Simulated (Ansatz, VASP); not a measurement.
Given: the input of a run of Ansatz 0.2.0 on Ta. 

Contents of input.yaml:

```yaml
crystal:
  lattice:
    - [2.9839906166, 0.0, 0.0]
    - [0.0, 4.22, 0.0]
    - [0.0, 0.0, 25.4439671581]
  atoms:
    - { symbol: Ta, position: [0.5, 0.5, 0.2947653545] }
    - { symbol: Ta, position: [0.0, 0.0, 0.3534038247] }
    - { symbol: Ta, position: [0.5, 0.5, 0.4120422948] }
    - { symbol: Ta, position: [0.0, 0.0, 0.4706807649] }
    - { symbol: Ta, position: [0.5, 0.5, 0.5293192351] }
    - { symbol: Ta, position: [0.0, 0.0, 0.5879577052] }
    - { symbol: Ta, position: [0.5, 0.5, 0.6465961753] }
    - { symbol: Ta, position: [0.0, 0.0, 0.7052346455] }
hamiltonian:
  xc: pbe
  pseudopotentials: { kind: paw }
kpoints:
  mp_grid: { grid: [9, 6, 1] }
scf:
  occupations: { method: fermi_dirac, width: 0.05 }
output:
  forces: true
  eigenvalues: true
  write_density: true
  write_potential: true
  elf: true
  volumetric_format: npy
efield:
  axis: 3
  dipole_correction: true
  ramp_width: 0.04
```

Potentials or basis: Ansatz PAW.

Command:

```sh
$ ansatz run input.yaml --threads 4 --pin off --max-ram 11264MiB --backend cpu --events-out ev --progress --plain --runs-dir out
```

Question: Translate it to VASP 6.6.1. Potentials or basis there: PBE PAW files Ta_pv, 520 eV.

Answer: As run (cutoffs and basis follow the program's own potentials, and thresholds, step limits or extra output files can differ):

File INCAR:

```
  PREC = Accurate
  ENCUT = 520
  EDIFF = 1E-7
  ISMEAR = -1
  SIGMA = 0.05
  LREAL = F
  LASPH = T
  NELM = 80
  ALGO = Normal
  ISIF = 2
  LWAVE = F
  LCHARG = T
  LDIPOL = T
  IDIPOL = 3
  DIPOL = 0.5 0.5 0.500
  GGA = PE
  LELF = T
  LVHAR = T
  LVACPOTAV = T
  NBANDS = 54
```

Contents of KPOINTS:

```
regular mesh
0
Gamma
  9 6 1
```

Contents of POSCAR:

```
Ta
1.0
    2.9839906166      0.0000000000      0.0000000000
    0.0000000000      4.2200000000      0.0000000000
    0.0000000000      0.0000000000     25.4439671581
Ta
8
Direct
    0.5000000000      0.5000000000      0.2947653545
    0.0000000000      0.0000000000      0.3534038247
    0.5000000000      0.5000000000      0.4120422948
    0.0000000000      0.0000000000      0.4706807649
    0.5000000000      0.5000000000      0.5293192351
    0.0000000000      0.0000000000      0.5879577052
    0.5000000000      0.5000000000      0.6465961753
    0.0000000000      0.0000000000      0.7052346455
```

Potentials or basis: VASP PAW PBE potentials, release 64 (Ta_pv).

Command:

```sh
$ cat potpaw_PBE.64/Ta_pv/POTCAR > POTCAR
$ mpirun -np 1 vasp_std > vasp.out
```

Both were run:

|  | Ansatz | VASP |
| --- | --- | --- |
| Largest force | 1.491 eV/Å | 1.497 eV/Å |
| Work function of the upper face | 3.78 eV | 3.78 eV |
| Work function of the lower face | 3.78 eV | 3.78 eV |

The potentials hold 104 and 88 valence electrons a cell.

Where Ansatz's input types no cutoff or centring, it takes its own default and a Γ-centred mesh.
